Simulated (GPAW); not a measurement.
# ZrS2 (P-3m1) in GPAW: a series of runs

The runs below take ZrS2 through band structure, with PBEsol, RPBE, revPBE.

Program: GPAW 26.7.0. These are calculated values, not measurements. Logs are shortened: lines on timing, memory, paths and dates and some standing lists are left out, and cuts for length are marked. The log counts tension as positive stress, the text compression.

**What was measured.**

From “Stress-Tuned Optical Transitions in Layered 1T-MX2 (M= Hf, Zr, Sn; X= S, Se) Crystals”, 2022, arxiv:2210.12074, for a bulk crystal of ZrS2: band gap 1.68 eV (indirect).

The runs below are set against these values where they give the same quantity.

## 1. The structure

Symmetry: P-3m1, No. 164, trigonal system. The conventional cell has a = 3.691 Å, b = 3.691 Å, c = 6.041 Å, α = 90.00°, β = 90.00°, γ = 120.00°. Zr (site symmetry -3m) has 6 S at 2.57 Å as nearest neighbours. S (site symmetry 3m) has 3 Zr at 2.57 Å as nearest neighbours.

The cell is a database's computed one.

## 2. Band structure, PBEsol, spin-orbit coupling, no magnetisation

Input file run.py:

```python
import numpy as np
from ase.dft.bandgap import bandgap
from ase.io import read, write
from ase.units import GPa
from gpaw import GPAW, PW, setup_paths
from gpaw.spinorbit import soc_eigenstates

setup_paths.insert(0, '.')

atoms = read('POSCAR')

calc = GPAW(mode=PW(600),
            xc='PBEsol',
            kpts={'size': (6, 6, 4), 'gamma': True},
            occupations={'name': 'fermi-dirac', 'width': 0.05},
            nbands=24,
            convergence={'density': 1e-05, 'energy': 1e-05},
            maxiter=150,
            txt='gpaw.txt')
atoms.calc = calc
energy = atoms.get_potential_energy()
forces = atoms.get_forces()
stress = atoms.get_stress()
calc.write('gs.gpw')
write('result.traj', atoms)
print(f'Energy: {energy:.6f} eV')
print('Forces (eV/A):')
print(forces.round(4))
print('Stress (GPa):', (stress / GPa).round(3))
print('Fermi level:', round(calc.get_fermi_level(), 4), 'eV')
print(f'Gap: {bandgap(calc)[0]:.4f} eV, direct: {bandgap(calc, direct=True)[0]:.4f} eV')

path = atoms.cell.bandpath('GMKGALHA,LM,KH', npoints=80, eps=1e-4)
bs_calc = calc.fixed_density(kpts=path, symmetry='off', nbands=39,
                             convergence={'bands': 'CBM+6.0', 'eigenstates': 1e-6}, txt='bands.txt')
bs = bs_calc.band_structure()
bs.write('bs.json')
print(f'Gap on the path: {bandgap(bs_calc)[0]:.4f} eV')

soc = soc_eigenstates(bs_calc, theta=0, phi=0)
np.savetxt('soc_bands.dat', soc.eigenvalues(), fmt='%.4f')
mesh = soc_eigenstates('gs.gpw', theta=0, phi=0)
np.savetxt('soc_mesh.dat', mesh.eigenvalues(), fmt='%.4f')
print('Fermi level with spin-orbit coupling:', round(mesh.fermi_level, 4), 'eV')
```

Input file POSCAR:

```
ZrS2
1.0
    3.6913825498      0.0000000000      0.0000000000
   -1.8456912749      3.1968310632      0.0000000000
    0.0000000000      0.0000000000      6.0410770100
Zr S
1 2
Direct
    0.0000000000      0.0000000000      0.0000000000
    0.3333333333      0.6666666667      0.2379099700
    0.6666666667      0.3333333333      0.7620900300
```

Potentials or basis: PAW data sets generated in the run's folder for this functional, pw.

The run is started by

```bash
$ gpaw-setup -f PBEsol S Zr
$ OMP_NUM_THREADS=1 python run.py
```

gpaw.txt:

```text
__  _  _
 | _ |_)|_||  |
 |__||  | ||/\| - 26.7.0

Input parameters:
  mode=PW(ecut=600.0),
  convergence={'density': 1e-05, 'energy': 1e-05},
  kpts=MonkhorstPack(size=(6, 6, 4), gamma=True),
  maxiter=150,
  nbands=24,
  occupations=Occupations(name='fermi-dirac', width=0.05),
  xc=XC(name='PBEsol')

Diagonalizing LCAO Hamiltonian
Converting LCAO to pw mode

            S

        S

       Zr

Atoms  # Å, Bohr magnetons
|   | symbol |         x |        y |        z |    initial magnetic moments |
|---|--------|-----------|----------|----------|-----------------------------|
| 0 |     Zr |  0.000000 | 0.000000 | 0.000000 | ( 0.0000,  0.0000,  0.0000) |
| 1 |      S | -0.000000 | 2.131221 | 1.437232 | ( 0.0000,  0.0000,  0.0000) |
| 2 |      S |  1.845691 | 1.065610 | 4.603845 | ( 0.0000,  0.0000,  0.0000) |

Unit cell  # Å
| periodic |         x |        y |        z |  lengths |     angles |
|----------|-----------|----------|----------|----------|------------|
|      yes |  3.691383 | 0.000000 | 0.000000 | 3.691383 |  90.000000 |
|      yes | -1.845691 | 3.196831 | 0.000000 | 3.691383 |  90.000000 |
|      yes |  0.000000 | 0.000000 | 6.041077 | 6.041077 | 120.000000 |

Number of symmetries: 12
Symmetry operations  # r_c * U_cc + t_c -> r_c
|    | kind |            matrix            |
|----|------|------------------------------|
|  0 |  σ   |  1, 1, 0,  0,-1, 0,  0, 0, 1 |
|  1 |  S6  |  1, 1, 0, -1, 0, 0,  0, 0,-1 |
|  2 |  E   |  1, 0, 0,  0, 1, 0,  0, 0, 1 |
|  3 |  C2  |  1, 0, 0, -1,-1, 0,  0, 0,-1 |
|  4 |  C2  |  0, 1, 0,  1, 0, 0,  0, 0,-1 |
|  5 |  C3  |  0, 1, 0, -1,-1, 0,  0, 0, 1 |
|  6 |  S6  |  0,-1, 0,  1, 1, 0,  0, 0,-1 |
|  7 |  σ   |  0,-1, 0, -1, 0, 0,  0, 0, 1 |
|  8 |  σ   | -1, 0, 0,  1, 1, 0,  0, 0, 1 |
|  9 |  i   | -1, 0, 0,  0,-1, 0,  0, 0,-1 |
| 10 |  C3  | -1,-1, 0,  1, 0, 0,  0, 0, 1 |
| 11 |  C2  | -1,-1, 0,  0, 1, 0,  0, 0,-1 |

BZ-sampling:
  Number of BZ points: 144
  Number of IBZ points: 24

  Monkhorst-Pack size: [6, 6, 4]
  Monkhorst-Pack shift: [0.08333333333333333, 0.08333333333333333, 0.125]

K-points  # in reciprocal-cell coordinates
|     |                                coordinates |     weight |
|-----|--------------------------------------------|------------|
|   0 | (  0.00000000,   0.00000000,   0.00000000) | 0.00694444 |
|   1 | (  0.00000000,   0.00000000,   0.25000000) | 0.01388889 |
|   2 | (  0.00000000,   0.00000000,   0.50000000) | 0.00694444 |
|   3 | (  0.16666667,   0.00000000,  -0.25000000) | 0.04166667 |
|   4 | (  0.16666667,   0.00000000,   0.00000000) | 0.04166667 |
|   5 | (  0.16666667,   0.00000000,   0.25000000) | 0.04166667 |
|   6 | (  0.16666667,   0.00000000,   0.50000000) | 0.04166667 |
|   7 | (  0.33333333,  -0.16666667,   0.00000000) | 0.04166667 |
|   8 | (  0.33333333,  -0.16666667,   0.25000000) | 0.08333333 |
|   9 | (  0.33333333,  -0.16666667,   0.50000000) | 0.04166667 |
| ... |                                            |            |
|  23 | (  0.50000000,   0.50000000,   0.50000000) | 0.02083333 |

Plane wave coefficients: 2424
Cutoff: 600.0 eV

Spin-components: 1 (collinear spins)
Bands:           24
Projectors:      16
Spin-degeneracy: 2
Datatype:        complex128

Parallelization:
  kpt:    1
  domain: 1
  band:   1

Density:
  Valence electrons: 24.0
  Components: 1
  Grid points: [21 21 35]
  Charge: 0.0  # |e|

Potential:
  Grid points: [21 21 35]

species:
  Zr:
    name:    Zirconium
    Z:       40.0
    valence: 12
    core:    28
    charge:  0.0  # [|e|]
    compensation charges:
      type: gauss
      rc: 0.40  # [Å]
      lmax: 2
    cutoffs:
      filter: 2.39  # [Å]
      core: 1.59  # [Å]
    projectors
    | kind |    occ | energy [eV] | rcut [Å] |
    |------|--------|-------------|----------|
    |   4s |  2.000 |     -54.429 |    1.323 |
    |   5s |  2.000 |      -4.463 |    1.323 |
    |   4p |  6.000 |     -32.434 |    1.334 |
    |   5p |  0.000 |      -1.454 |    1.334 |
    |   4d |  2.000 |      -3.613 |    1.244 |
    |    d |        |      23.598 |    1.244 |

    Using partial waves for Zr as LCAO basis

  S:
    name:    Sulfur
    Z:       16.0
    valence: 6
    core:    10
    charge:  0.0  # [|e|]
    compensation charges:
      type: gauss
      rc: 0.24  # [Å]
      lmax: 2
    cutoffs:
      filter: 1.77  # [Å]
      core: 1.66  # [Å]
    projectors
    | kind |    occ | energy [eV] | rcut [Å] |
    |------|--------|-------------|----------|
    |   3s |  2.000 |     -17.192 |    0.974 |
    |   3p |  4.000 |      -6.978 |    0.979 |
    |    s |        |      10.020 |    0.974 |
    |    p |        |      20.234 |    0.979 |
    |    d |        |       0.000 |    0.900 |

    Using partial waves for S as LCAO basis

Reference energy: -119518.249540  # eV

eigensolver:
  PPCG
  Converge bands: occupied
  niter=2

density mixing:
  MSR1-Mixer
  Pratt-step length: 0.05
  Maximum mixing coefficient: 0.75
  Old densities: 10
  SVD Regularization: 0.005
  Good broyden scale: 1.0
  Trust region scale: 1.0
  Backstep threshold: 4.0
  History deletion threshold: 6.0
  Fourier metric: weight=20.0, sigma=0.015

occupation numbers:
  Fermi-Dirac:
    width: 0.0500  # eV

poisson solver:
  ecut: 4800.0  # eV

xc functional:
  name: PBEsol with 2 nearest neighbor stencil

convergence criteria:
- Maximum integral of absolute [dens]ity change: 1e-05 electrons / valence electron
- Maximum [total energy] change in last 3 cyles: 1e-05 eV / valence electron
- Maximum integral of absolute [eigenst]ate change: 4e-08 eV^2 / valence electron
maximum number of iterations: 150

SCF iterations
|iter     | |      energy | eigst |  dens |
|---------|-|-------------|-------|-------|
|iter:   1| |  -22.124417 | +0.20 |       |
|iter:   2| |  -21.966533 | -1.47 | -1.04 |
|iter:   3| |  -21.418487 | -1.17 | -1.09 |
|iter:   4| |  -21.400789 | -2.17 | -1.57 |
|iter:   5| |  -21.391671 | -2.87 | -1.81 |
|iter:   6| |  -21.389918 | -3.53 | -2.05 |
|iter:   7| |  -21.389920 | -5.09 | -3.31 |
|iter:   8| |  -21.389921c| -6.41 | -3.74 |
|iter:   9| |  -21.389921c| -7.90c| -4.62 |
|iter:  10| |  -21.389921c| -8.68c| -5.36c|

Converged in 10 steps
Energy contributions relative to reference atoms: (reference = -119518.249540)

Energy contributions:
  Kinetic:          13.712096
  Coulomb:         -18.016862
  Zero:              0.481769
  External:          0.000000
  Xc:              -17.566922
  Entropy:          -0.000004
  Spinorbit:         0.000000
  ----------------------------
  Free energy:     -21.389923
  Extrapolated:    -21.389921

dipole moment: (-6.748440, -11.688641, -22.088117)  # |e|*Ang

Fermi level: 4.951
Eigenvalues  # (at kpt = [0.000, 0.000, 0.000])
| band index |      eig [eV] | occ [0-2] |
|------------|---------------|-----------|
|          0 |       -44.420 |     2.000 |
|        ... |               |           |
|          4 |        -8.101 |     2.000 |
|          5 |        -6.685 |     2.000 |
|          6 |         0.222 |     2.000 |
|          7 |         1.701 |     2.000 |
|          8 |         1.701 |     2.000 |
|          9 |         4.395 |     2.000 |
[... 8 lines left out ...]
|         18 |        10.219 |     0.000 |
|         19 |        13.942 |     0.000 |
|        ... |               |           |
|         23 |        18.290 |     0.000 |

Gap: 0.997 eV
Transition (v -> c):
  (s=0, k=4, n=11, [0.17, 0.00, 0.00]) -> (s=0, k=23, n=12, [0.50, 0.50, 0.50])
Direct/indirect transitions are different
Direct gap: 1.573 eV
Transition at: (s=0, k=0, n=11, [0.00, 0.00, 0.00])

Forces  # eV/Ang
|        x |        y |        z |
|----------|----------|----------|
| -0.00000 | -0.00000 |  0.00000 |  # Zr   0
| -0.00000 |  0.00000 | -0.18086 |  # S    1
|  0.00000 |  0.00000 |  0.18086 |  # S    2

Stress tensor  # eV/Ang^3
|        x |        y |        z |
|----------|----------|----------|
| 0.020602 | 0.000000 | 0.000000 |
| 0.000000 | 0.020602 | 0.000000 |
| 0.000000 | 0.000000 | 0.010131 |

# Writing to gs.gpw (mode='')
```

bands.txt:

```text
Diagonalizing LCAO Hamiltonian
Converting LCAO to pw mode
convergence criteria:
- Maximum integral of absolute [eigenst]ate change: 1e-06 eV^2 / valence electron
maximum number of iterations: 150

SCF iterations
|iter     | |      energy | eigst |  dens |
|---------|-|-------------|-------|-------|
|iter:   1| |             | +0.94 |       |
[... 85 lines left out ...]
         [0.5       , 0.        , 0.        ],
         [0.33333333, 0.33333333, 0.        ],
         [0.33333333, 0.33333333, 0.08333333],
         [0.33333333, 0.33333333, 0.16666667],
         [0.33333333, 0.33333333, 0.25      ],
         [0.33333333, 0.33333333, 0.33333333],
         [0.33333333, 0.33333333, 0.41666667],
         [0.33333333, 0.33333333, 0.5       ]])),
  maxiter=150,
  nbands=39,
  occupations=Occupations(name='fermi-dirac', width=0.05),
  symmetry=Symmetry(point_group=False, time_reversal=False),
  xc=XC(name='PBEsol')
```

Run time: 97 s. Hardware: 1 thread of Arm Neoverse V1, shared host; peak memory 0.4 GiB.

Results:

* Free energy: -21.3899 eV
* Pressure: -2.7 GPa
* Largest force: 0.181 eV/Å
* Band gap on the k mesh: 0.98 eV, indirect (least direct gap 1.54 eV)
* Band gap along the path: 0.95 eV, indirect (least direct gap 1.54 eV)

Forces in eV/Å, atoms in the order of the input:
```
Zr   0.000  0.000  0.000
S    0.000  0.000 -0.181
S    0.000  0.000  0.181
```

Levels at the corners of the path, in eV from the valence-band top:
```
point  band 22  band 23  band 24  band 25  band 26  band 27
    Γ    -0.04    -0.03    -0.03     1.51     1.51     1.52
    M    -1.69    -1.17    -1.17     1.12     1.12     3.18
    K    -1.99    -1.43    -1.43     2.11     2.11     3.10
    Γ    -0.04    -0.03    -0.03     1.51     1.51     1.52
    A    -0.23    -0.14    -0.14     1.49     1.49     1.49
    L    -1.00    -0.79    -0.79     0.95     0.95     3.17
    H    -1.76    -1.75    -1.75     2.21     2.21     2.84
    A    -0.23    -0.14    -0.14     1.49     1.49     1.49
    L    -1.00    -0.79    -0.79     0.95     0.95     3.17
    M    -1.69    -1.17    -1.17     1.12     1.12     3.18
    K    -1.99    -1.43    -1.43     2.11     2.11     3.10
    H    -1.76    -1.75    -1.75     2.21     2.21     2.84
```

Caveat: spin-orbit coupling was added after a scalar SCF, so levels and gaps hold it while energy, forces, pressure and moments don't; this program's spin-orbit splittings come out too wide for heavy elements; this functional lacks dispersion, which binds the layers, so the pressure and a relaxed spacing across them are unreliable.

## 3. Band structure, RPBE

Edit run.py of step 2 so:

```diff
@@ -1,2 +1 @@
-import numpy as np
 from ase.dft.bandgap import bandgap
@@ -4,12 +3,9 @@
 from ase.units import GPa
-from gpaw import GPAW, PW, setup_paths
-from gpaw.spinorbit import soc_eigenstates
+from gpaw import GPAW, PW
 
-setup_paths.insert(0, '.')
-
-atoms = read('POSCAR')
+atoms = read('ZrS2.xyz')
 
 calc = GPAW(mode=PW(600),
-            xc='PBEsol',
-            kpts={'size': (6, 6, 4), 'gamma': True},
+            xc='RPBE',
+            kpts={'size': (8, 8, 5), 'gamma': True},
             occupations={'name': 'fermi-dirac', 'width': 0.05},
@@ -38,7 +34 @@
 print(f'Gap on the path: {bandgap(bs_calc)[0]:.4f} eV')
-
-soc = soc_eigenstates(bs_calc, theta=0, phi=0)
-np.savetxt('soc_bands.dat', soc.eigenvalues(), fmt='%.4f')
-mesh = soc_eigenstates('gs.gpw', theta=0, phi=0)
-np.savetxt('soc_mesh.dat', mesh.eigenvalues(), fmt='%.4f')
-print('Fermi level with spin-orbit coupling:', round(mesh.fermi_level, 4), 'eV')
```

Input file ZrS2.xyz:

```xyz
3
Lattice="3.6913825498 0.0000000000 0.0000000000 -1.8456912749 3.1968310632 0.0000000000 0.0000000000 0.0000000000 6.0410770100" Properties=species:S:1:pos:R:3 pbc="T T T"
Zr     0.0000000000      0.0000000000      0.0000000000
S     -0.0000000002      2.1312207089      1.4372324502
S      1.8456912751      1.0656103543      4.6038445598
```

Potentials or basis: the program's PAW data sets (release 1.2.1) made for this functional, pw.

The run is started by

```bash
$ OMP_NUM_THREADS=1 python run.py
```

Wall time 1.8 min (1 thread of Arm Neoverse V1, shared host); peak memory 0.39 GiB.

Results (log left out):

| Item | Value |
| --- | --- |
| Free energy | -19.2963 eV |
| Pressure | 2.4 GPa |
| Largest force | 0.111 eV/Å |
| Band gap on the k mesh | 1.11 eV, indirect (least direct gap 1.67 eV) |
| Band gap along the path | 1.09 eV, indirect (least direct gap 1.67 eV) |

Forces on the atoms (eV/Å):
```
Zr   0.000  0.000  0.000
S    0.000  0.000  0.111
S    0.000  0.000 -0.111
```

Stress tensor (GPa, compression positive):
```
2.03 0.00 0.00
0.00 2.03 0.00
0.00 0.00 3.06
```

Levels at the corners of the path, in eV from the valence-band top:
```csv
point,band 10,band 11,band 12,band 13,band 14,band 15
Γ,-0.09,-0.09,-0.05,1.63,1.63,2.48
M,-2.31,-1.62,-1.16,1.25,3.28,3.54
K,-1.95,-1.95,-1.40,2.25,3.22,3.22
Γ,-0.09,-0.09,-0.05,1.63,1.63,2.48
A,-1.51,-0.19,-0.19,1.61,1.61,2.80
L,-2.18,-0.97,-0.79,1.09,3.27,3.54
H,-1.81,-1.73,-1.73,2.34,2.98,2.98
A,-1.51,-0.19,-0.19,1.61,1.61,2.80
L,-2.18,-0.97,-0.79,1.09,3.27,3.54
M,-2.31,-1.62,-1.16,1.25,3.28,3.54
K,-1.95,-1.95,-1.40,2.25,3.22,3.22
H,-1.81,-1.73,-1.73,2.34,2.98,2.98
```

Caveat: this functional lacks dispersion, which binds the layers, so the pressure and a relaxed spacing across them are unreliable.

## 4. Band structure, revPBE

Edit run.py of step 3 so:

```diff
@@ -2,9 +2,10 @@
 from ase.io import read, write
-from ase.units import GPa
+from ase.units import Bohr, GPa
 from gpaw import GPAW, PW
+from gpaw.elf import elf_from_dft_calculation
 
-atoms = read('ZrS2.xyz')
+atoms = read('POSCAR')
 
 calc = GPAW(mode=PW(600),
-            xc='RPBE',
+            xc='revPBE',
             kpts={'size': (8, 8, 5), 'gamma': True},
@@ -28,2 +29,7 @@
 
+# fields on the real-space grid
+write('density.cube', atoms, data=calc.get_pseudo_density() * Bohr**3)
+write('potential.cube', atoms, data=calc.get_electrostatic_potential())
+write('elf.cube', atoms, data=elf_from_dft_calculation(calc).data)
+
 path = atoms.cell.bandpath('GMKGALHA,LM,KH', npoints=80, eps=1e-4)
```

POSCAR is that of step 2.

The run is started by

```bash
$ OMP_NUM_THREADS=1 python run.py
```

Run time: 1.8 min. Hardware: 1 thread of Arm Neoverse V1, shared host; peak memory 0.39 GiB.

The run converged. Its results:

| Item | Value |
| --- | --- |
| Free energy | -19.4154 eV |
| Pressure | 1.8 GPa |
| Largest force | 0.081 eV/Å |
| Band gap on the k mesh | 1.09 eV, indirect (least direct gap 1.66 eV) |
| Band gap along the path | 1.07 eV, indirect (least direct gap 1.66 eV) |

Forces in eV/Å, atoms in the order of the input:
```
Zr   0.000  0.000  0.000
S    0.000  0.000  0.081
S    0.000  0.000 -0.081
```

Stress tensor (GPa, compression positive):
```
1.44 0.00 0.00
0.00 1.44 0.00
0.00 0.00 2.53
```

Levels at the corners of the path, in eV from the valence-band top:
```tsv
point	band 10	band 11	band 12	band 13	band 14	band 15
Γ	-0.09	-0.09	-0.05	1.62	1.62	2.47
M	-2.32	-1.63	-1.16	1.23	3.27	3.53
K	-1.96	-1.96	-1.41	2.23	3.21	3.21
Γ	-0.09	-0.09	-0.05	1.62	1.62	2.47
A	-1.52	-0.19	-0.19	1.59	1.59	2.78
L	-2.18	-0.97	-0.79	1.07	3.26	3.53
H	-1.82	-1.74	-1.74	2.32	2.97	2.97
A	-1.52	-0.19	-0.19	1.59	1.59	2.78
L	-2.18	-0.97	-0.79	1.07	3.26	3.53
M	-2.32	-1.63	-1.16	1.23	3.27	3.53
K	-1.96	-1.96	-1.41	2.23	3.21	3.21
H	-1.82	-1.74	-1.74	2.32	2.97	2.97
```

Caveat: this functional lacks dispersion, which binds the layers, so the pressure and a relaxed spacing across them are unreliable.

## 5. Overview

```tsv
level	potentials or basis	spin	k mesh	spin axis theta (degrees)	spin axis phi (degrees)	soc after scf	gap on the mesh (eV)	pressure (GPa)	largest force (eV/Å)
PBEsol	PAW data sets generated in the run's folder for this functional, pw	SOC, no magnetisation	6 × 6 × 4	0	0	second variation	0.98	-2.7	0.18
RPBE	the program's PAW data sets (release 1.2.1) made for this functional, pw	off	8 × 8 × 5	-	-	-	1.11	2.4	0.11
revPBE	the program's PAW data sets (release 1.2.1) made for this functional, pw	off	8 × 8 × 5	-	-	-	1.09	1.8	0.08
```

Alike in all rows: task band structure; cell as given; cutoff (eV) 600; smearing fermi-dirac 0.05 eV.

Caveats: this functional lacks dispersion, which binds the layers, so the pressure and a relaxed spacing across them are unreliable; spin-orbit coupling was added after a scalar SCF, so levels and gaps hold it while energy, forces, pressure and moments don't (some runs); this program's spin-orbit splittings come out too wide for heavy elements (some runs).

Total energies depend on the potentials used, so only differences within one code and one set of settings carry meaning.

## 6. Comparison with measurements

Step 2. Measured gap of ZrS2: 1.68 eV (indirect; quoted in “Stress-Tuned Optical Transitions in Layered 1T-MX2 (M= Hf, Zr, Sn; X= S, Se) Crystals”, 2022, arxiv:2210.12074). This calculation gives 0.95 eV (-0.73 eV). The value is that of PBEsol, without temperature or zero-point motion. Semilocal functionals fall short of measured gaps as a rule. The cell is a database's relaxed one, not the measured one, which moves gaps too.

Step 3. Against the measured gap of ZrS2, 1.68 eV (indirect; quoted in “Stress-Tuned Optical Transitions in Layered 1T-MX2 (M= Hf, Zr, Sn; X= S, Se) Crystals”, 2022, arxiv:2210.12074), the calculated 1.09 eV is off by -0.59 eV. Spin-orbit coupling on Zr is left out. The value is that of RPBE, without temperature or zero-point motion. Semilocal functionals fall short of measured gaps as a rule. The cell is a database's relaxed one, not the measured one, which moves gaps too.

Step 4. A measured gap of ZrS2 is 1.68 eV (indirect; quoted in “Stress-Tuned Optical Transitions in Layered 1T-MX2 (M= Hf, Zr, Sn; X= S, Se) Crystals”, 2022, arxiv:2210.12074); the calculated 1.07 eV misses it by -0.61 eV. Spin-orbit coupling on Zr is left out. The value is that of revPBE, without temperature or zero-point motion. Semilocal functionals fall short of measured gaps as a rule. The cell is a database's relaxed one, not the measured one, which moves gaps too.
